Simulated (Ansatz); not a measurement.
A run of Ansatz 0.2.0 is set up as follows.

The input input.yaml:

```yaml
crystal:
  lattice:
    - [0.0, 3.205, 3.205]
    - [3.205, 0.0, 3.205]
    - [3.205, 3.205, 0.0]
  atoms:
    - { symbol: Te, position: [0.75, 0.75, 0.75] }
    - { symbol: Cd, position: [0.0, 0.0, 0.0] }
hamiltonian:
  xc: lda
  pseudopotentials: { kind: paw }
kpoints:
  mp_grid: { grid: [7, 7, 7] }
scf:
  occupations: { method: gaussian, width: 0.05 }
output:
  forces: true
  stress: true
  eigenvalues: true
```

Potentials or basis: Ansatz PAW.

Launch:

```bash
$ ansatz run input.yaml --threads 2 --pin off --max-ram 5632MiB --backend cpu --events-out ev --progress --plain --runs-dir out
```

**Question.** What does it give for the band gap on the k mesh?

**Answer.** 0.61 eV, direct.

**Question.** Estimate the pressure.

**Answer.** 0.0 GPa.

Caveat: odd divisions of the mesh miss points on the zone boundary, where band edges often lie, so the gap on the mesh can be too wide; spin-orbit coupling is left out, which moves the levels of the heavy elements; the PAW data sets come from PBE, with cores solved anew for the run's functional, which leaves a small shift of forces and pressure.

**What was measured.**

A printed reference work, data compilation reports, for a bulk crystal of CdTe at 0 K: band gap 1.607 eV.

Against the measured gap of CdTe, 1.607 eV (0 K; a printed reference work, data compilation), the calculated 0.61 eV is off by -1.00 eV. Spin-orbit coupling on Cd, Te is left out. The value is that of LDA, without temperature or zero-point motion. Semilocal functionals fall short of measured gaps as a rule.
